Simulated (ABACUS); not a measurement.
Crystal: Ge.

```
Ge
1.0
     4.00068    0.00000    0.00000
     2.00034    3.46469    0.00000
     2.00034    1.15490    3.26654
Ge
2
Direct
  0.75000 0.75000 0.75000
  0.50000 0.50000 0.50000
```

| Item | Value |
| --- | --- |
| Program | ABACUS 3.10.1 |
| Task | relaxation of cell and atoms |
| Functional | TPSS |
| Potentials or basis | SG15 ONCV 1.2 PBE |
| Cutoff | 1238 eV |
| Density cutoff | 4952 eV |
| Basis | plane waves |
| k mesh | 5 × 5 × 5 |
| Occupations | fermi-dirac, width 0.05 eV |
| Spin | no spin polarisation |

At the start: pressure 2.5 GPa; volume 22.64 Å³/atom.

Problem. How do energy, volume and symmetry change on relaxing?

Solution. Over 4 steps the energy falls by 3.6 meV/atom and the volume is 23.61 Å³/atom (+4.3 %); space group Fd-3m (No. 227, to 0.05 Å).

Step by step:
```csv
step,energy change (eV),largest force (eV/Å),pressure (GPa),volume (Å³)
1,0.0000,0.0000,2.50,45.28
2,0.0035,0.0000,2.07,45.62
3,-0.0071,0.0000,-0.24,47.43
4,-0.0072,0.0000,0.01,47.23
```

Final structure:
```
CELL_PARAMETERS angstrom
4.05736 0.00000 0.00000
2.02868 3.51377 0.00000
2.02868 1.17126 3.31282
ATOMIC_POSITIONS crystal
Ge 0.75000 0.75000 0.75000
Ge 0.50000 0.50000 0.50000
```

Caveat: the k mesh is coarse (spacing up to 0.38 Å⁻¹), so the values aren't converged; the potentials were made for another functional, which shifts forces and pressure.
